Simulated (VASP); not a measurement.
NaCl in VASP 6.6.1, single-point calculation

INCAR

```
ISMEAR = -4
NBANDS = 14
LCHARG = .FALSE.
PREC = Accurate
EDIFF = 1E-7
METAGGA = R2SCAN
LREAL = .FALSE.
SIGMA = 0.2
NSW = 0
IBRION = -1
ENCUT = 500
LWAVE = .FALSE.
ISIF = 2
LASPH = .TRUE.
NELM = 120
ALGO = Conjugate
```

KPOINTS

```
KPOINTS created by Atomic Simulation Environment
0
Gamma
8 8 8
0 0 0
```

POSCAR

```
Na Cl
 1.0000000000000000
     0.0000000000000000    2.8026988253748137    2.8026988253748137
     2.8026988253748137    0.0000000000000000    2.8026988253748137
     2.8026988253748137    2.8026988253748137   -0.0000000000000000
 Na  Cl
   1   1
Cartesian
 -0.0000000000000000 -0.0000000000000000 -0.0000000000000000
  2.8026988253748137  2.8026988253748137  2.8026988253748137
```

The recommended PBE PAW datasets give the neutral cell 14 valence electrons.

Command

```
mpirun -np 1 vasp_std
```

OSZICAR

```
N       E                     dE             d eps       ncg     rms           ort
DAV:   1     0.944052454368E+02    0.94405E+02   -0.72887E+03   406   0.115E+03
DAV:   2    -0.785912864243E+01   -0.10226E+03   -0.93877E+02   406   0.274E+02
DAV:   3    -0.158309866358E+02   -0.79719E+01   -0.79213E+01   406   0.718E+01
DAV:   4    -0.159592663948E+02   -0.12828E+00   -0.12823E+00   406   0.978E+00
DAV:   5    -0.159620449182E+02   -0.27785E-02   -0.27783E-02   406   0.147E+00
SDA:   6    -0.135959918901E+02    0.23661E+01   -0.27783E-02   406   0.730E+00   0.000E+00
CGA:   7    -0.137572330353E+02   -0.16124E+00   -0.16122E+00   406   0.108E+00   0.917E-03
CGA:   8    -0.137769134508E+02   -0.19680E-01   -0.19710E-01   406   0.261E-01   0.142E-02
CGA:   9    -0.137870452472E+02   -0.10132E-01   -0.10013E-01   406   0.634E-02   0.635E-03
CGA:  10    -0.137892544775E+02   -0.22092E-02   -0.22055E-02   406   0.145E-02   0.257E-04
CGA:  11    -0.137896087299E+02   -0.35425E-03   -0.35266E-03   406   0.393E-03   0.127E-03
CGA:  12    -0.137897314685E+02   -0.12274E-03   -0.12139E-03   406   0.753E-04   0.252E-04
SDA:  13    -0.137897526483E+02   -0.21180E-04   -0.20667E-04   406   0.168E-04   0.240E-04
SDA:  14    -0.137897544755E+02   -0.18272E-05   -0.26168E-05   406   0.683E-05   0.953E-05
SDA:  15    -0.137897551142E+02   -0.63864E-06   -0.10420E-05   406   0.405E-05   0.517E-05
SDA:  16    -0.137897551592E+02   -0.45025E-07   -0.43837E-06   406   0.296E-05   0.344E-05
 trl  17    -0.137897550796E+02    0.79589E-07   -0.16855E-05   406   0.296E-05   0.263E-05
SDA:  18    -0.137897550186E+02    0.14057E-06   -0.16855E-05   406   0.209E-05   0.246E-05
 trl  19    -0.137897548948E+02    0.12382E-06   -0.12476E-05   406   0.209E-05   0.192E-05
SDA:  20    -0.137897548246E+02    0.19403E-06   -0.12476E-05   406   0.163E-05   0.183E-05
 trl  21    -0.137897548245E+02    0.58435E-10   -0.12822E-05   406   0.163E-05   0.163E-05
SDA:  22    -0.137897548245E+02    0.99135E-10   -0.12822E-05   406   0.165E-05   0.163E-05
   1 F= -.13789755E+02 E0= -.13789755E+02  d E =0.000000E+00
```

Standard output (part)

```
POSCAR found type information on POSCAR NaCl
 POSCAR found :  2 types and       2 ions
 LDA part: xc-table for (None), standard interpolation
 POSCAR, INCAR and KPOINTS ok, starting setup
 WAVECAR not read
 entering main loop
|     ALGO=A and IALGO=5X tend to fail with the tetrahedron method (e.g.      |
|     Bloechl's method, ISMEAR=-5, is not variational). Please switch to      |
|     IMSEAR=0-n, except for DOS calculations. For DOS calculations use       |
|     IALGO=53 after pre-converging with ISMEAR>=0.                           |
|     I HOPE YOU KNOW WHAT YOU ARE DOING!                                     |
 gam= 0.000 g(H,U,f)=  0.582E+00 0.148E+00 0.845E-04 ort(H,U,f) = 0.000E+00 0.000E+00 0.000E+00
 gam= 0.000 trial= 0.400  step=  0.4419 mean=  0.4000
 gam= 0.148 g(H,U,f)=  0.897E-01 0.180E-01 0.120E-04 ort(H,U,f) =-0.465E-01 0.474E-01 0.398E-04
 gam= 0.148 trial= 0.404  step=  0.3656 mean=  0.4042
 gam= 0.242 g(H,U,f)=  0.170E-01 0.908E-02 0.230E-05 ort(H,U,f) =-0.144E-01 0.158E-01 0.774E-05
 gam= 0.242 trial= 0.400  step=  0.7570 mean=  0.4003
 gam= 0.243 g(H,U,f)=  0.491E-02 0.143E-02 0.235E-06 ort(H,U,f) =-0.412E-02 0.475E-02 0.113E-05
 gam= 0.243 trial= 0.436  step=  0.6789 mean=  0.4360
 gam= 0.228 g(H,U,f)=  0.126E-02 0.190E-03 0.172E-07 ort(H,U,f) =-0.786E-03 0.811E-03 0.629E-07
 gam= 0.228 trial= 0.460  step=  0.4851 mean=  0.4603
 gam= 0.272 g(H,U,f)=  0.331E-03 0.626E-04 0.449E-08 ort(H,U,f) =-0.802E-04 0.207E-03 0.109E-07
...
```

From OUTCAR

```
k-points           NKPTS =     29   k-points in BZ     NKDIM =     29   number of bands    NBANDS=     14

   NELECT =      14.0000    total number of electrons

   dimension x,y,z NGX =    30 NGY =   30 NGZ =   30
   dimension x,y,z NGXF=    60 NGYF=   60 NGZF=   60

  energy-cutoff  :      500.00
  volume of cell :       44.03
      direct lattice vectors                 reciprocal lattice vectors
     0.000000000  2.802698825  2.802698825    -0.178399475  0.178399475  0.178399475
     2.802698825  0.000000000  2.802698825     0.178399475 -0.178399475  0.178399475
     2.802698825  2.802698825  0.000000000     0.178399475  0.178399475 -0.178399475

 k-points in reciprocal lattice and weights: KPOINTS created by Atomic Simulation Env
   0.00000000  0.00000000  0.00000000       0.002
   0.12500000  0.00000000  0.00000000       0.016
   0.25000000  0.00000000  0.00000000       0.016
   0.37500000  0.00000000  0.00000000       0.016
   0.50000000  0.00000000  0.00000000       0.008
   0.12500000  0.12500000  0.00000000       0.012
   0.25000000  0.12500000  0.00000000       0.047
   0.37500000  0.12500000  0.00000000       0.047
   ...

 E-fermi :  -0.9765

 k-point     1 :       0.0000    0.0000    0.0000
  band No.  band energies     occupation
      1     -22.5421      2.00000
      2     -22.5417      2.00000
      3     -22.5417      2.00000
      4     -14.3229      2.00000
      5      -1.0574      2.00000
      6      -1.0574      2.00000
      7      -1.0574      2.00000
      8       4.9407      0.00000
      9      10.7202      0.00000
     10      10.7202      0.00000
     11      10.7202      0.00000
     12      12.9930      0.00000
     13      12.9930      0.00000
     14      14.6260      0.00000

 k-point     2 :       0.1250    0.0000    0.0000
  band No.  band energies     occupation
      1     -22.5464      2.00000
      2     -22.5423      2.00000
      3     -22.5420      2.00000
      4     -14.2727      2.00000
      5      -1.4254      2.00000
      6      -1.1020      2.00000
      7      -1.1020      2.00000
      8       5.4374      0.00000
      9      10.1826      0.00000
     10      10.9341      0.00000
     11      10.9342      0.00000
     12      12.7790      0.00000
     13      12.7790      0.00000
     14      15.6524      0.00000

 k-point     3 :       0.2500    0.0000    0.0000
  band No.  band energies     occupation
      1     -22.5574      2.00000
      2     -22.5430      2.00000
      3     -22.5427      2.00000
      4     -14.1480      2.00000
      5      -2.1706      2.00000
      6      -1.2064      2.00000
      7      -1.2064      2.00000
      8       6.3937      0.00000
      9       9.7003      0.00000
     10      11.1089      0.00000
     11      11.1092      0.00000
     12      13.0138      0.00000
     13      13.0139      0.00000
     14      15.8125      0.00000

 k-point     4 :       0.3750    0.0000    0.0000
  band No.  band energies     occupation
      1     -22.5683      2.00000
      2     -22.5437      2.00000
      3     -22.5434      2.00000
      4     -14.0180      2.00000
      5      -2.7980      2.00000
      6      -1.3063      2.00000
      7      -1.3063      2.00000
      8       6.8739      0.00000
      9      10.1762      0.00000
     10      10.8806      0.00000
     11      10.8809      0.00000
     12      14.4125      0.00000
     13      14.4126      0.00000
     14      15.2349      0.00000

 ...

  Total       -0.0495750     -0.0495750     -0.0495750     -0.0000000     -0.0000000      0.0000000
  in kB       -1.8039060     -1.8039060     -1.8039060     -0.0000000     -0.0000000      0.0000000
  external PRESSURE =      -1.8039060 kB  Pullay stress =       0.0000000 kB

 POSITION                                       TOTAL-FORCE (eV/Angst)
 -----------------------------------------------------------------------------------
      0.00000      0.00000      0.00000        -0.000000     -0.000000     -0.000000
      2.80270      2.80270      2.80270         0.000000      0.000000      0.000000
 -----------------------------------------------------------------------------------
    total drift:                               -0.000000      0.000000      0.000000

  FREE ENERGIE OF THE ION-ELECTRON SYSTEM (eV)
  ---------------------------------------------------
  free  energy   TOTEN  =       -13.7897548245 eV

  energy  without entropy=      -13.7897548245  energy(sigma->0) =      -13.78975482
```

It converged. Results: gap between bands v and c on the k mesh 6.00 eV; least direct gap on the k mesh 6.00 eV; pressure -0.2 GPa. Band v is the last that the valence electrons fill when counted band by band, and c is the next.

For comparison, a separate r²SCAN run of the intended cell, on usual settings and not on those above, gives a gap of 6.00 eV on its mesh and a pressure of -0.1 GPa.

The run above took about 98 s on one core of a shared host (Intel Xeon Platinum 8488C) and held 0.18 GiB at most.
